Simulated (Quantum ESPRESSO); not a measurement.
W in Quantum ESPRESSO: convergence with k mesh

Input of the first run (k mesh 2 × 2 × 2); the others differ in this setting and in those tied to it:

The input pw.in:

```
&CONTROL
  calculation = 'scf'
  prefix = 'pwscf'
  outdir = './tmp'
  pseudo_dir = './pseudo'
  tprnfor = .true.
  tstress = .true.
  disk_io = 'nowf'
/
&SYSTEM
  ibrav = 0
  nat = 1
  ntyp = 1
  ecutwfc = 74
  nbnd = 13
  occupations = 'smearing'
  smearing = 'gaussian'
  degauss = 0.00999582
/
&ELECTRONS
  conv_thr = 2d-10
  electron_maxstep = 120
  mixing_beta = 0.5
/
ATOMIC_SPECIES
W    183.8400 W.upf
CELL_PARAMETERS angstrom
  -1.5823450000    1.5823450000    1.5823450000
   1.5823450000   -1.5823450000    1.5823450000
   1.5823450000    1.5823450000   -1.5823450000
ATOMIC_POSITIONS crystal
W      0.0000000000    0.0000000000    0.0000000000
K_POINTS automatic
2 2 2 0 0 0
```

Potentials or basis: PseudoDojo 0.4 SR PBE stringent.

Run with:

```bash
$ OMP_NUM_THREADS=1 pw.x -in pw.in > pw.out
```

Hardware: 1 thread of AMD EPYC 7B13 (Zen 3), on a shared host.

```tsv
k mesh	energy less the tightest run, at zero smearing (meV/atom)	pressure (GPa)	SCF cycles	CPU time (s)	peak memory (GiB)
2 × 2 × 2	694.66	18.52	8	1.1	0.05
4 × 4 × 4	154.23	4.65	8	1.7	0.05
5 × 5 × 5	-49.97	5.54	8	2.1	0.05
7 × 7 × 7	69.45	6.71	8	3.3	0.05
9 × 9 × 9	-12.21	5.46	8	5.4	0.05
11 × 11 × 11	21.07	5.99	8	8.4	0.05
12 × 12 × 12	-0.70	5.90	8	11	0.06
14 × 14 × 14	7.62	6.06	8	16	0.06
17 × 17 × 17	0.00	5.78	8	24	0.08
```

Not settled before the last step: the energy (to 1 meV/atom), the pressure (to 0.1 GPa). Meshes of other sizes hit other points, so gaps and Fermi surfaces needn't settle smoothly. The tightest run that finished is the yardstick and may itself not be fully converged.

Spin-orbit coupling is left out, which matters for the levels of W.
